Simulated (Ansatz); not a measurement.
# FeCo3: how the energy converges with the cutoff

FeCo3, P1, a = 3.572 Å, b = 3.569 Å, c = 3.508 Å, α, β, γ = 90.8°, 90.6°, 90.9°. Ansatz: PBEsol, PAW, cutoff varied, Γ-centred 8×8×8 mesh on 4 atoms, Gaussian smearing 0.10 eV; collinear spin, largest moment 2.4 μB. Single points at one geometry with displaced atoms, the cutoff alone changed; ΔE is the energy at zero smearing over the run at 600 eV. The runs up to 350 eV lie under the cutoff recommended for these PAW datasets.

| cutoff (eV) | ΔE (meV/atom) |
| --- | --- |
| 200 | 20274.58 |
| 250 | 3902.73 |
| 300 | ? |
| 350 | 52.45 |
| 420 | 2.96 |

Q: Assume ΔE falls exponentially with the cutoff, fit y = ln ΔE against x, the cutoff in eV, to the other rows, and predict the missing value.

A: y = 9.917, 8.269, 3.960, 1.085. Means x = 305.0, y = 5.8078; Σ(Δx)² = 29300, ΣΔxΔy = -1193; the slope is their ratio. y = 18.23 − 0.04072 x, a factor of ten per 57 eV. At 300 eV this gives ΔE = 409.12 meV/atom. The run gave 557.05, a ratio of 0.73. Between neighbouring rows the decay runs from a factor of ten per 49 eV to one per 70 eV, so one exponential is only a rough guide.

Cost: 6 runs of about 8.9 core-minutes in all, on Intel Xeon 6975P-C (Granite Rapids) (shared hosts).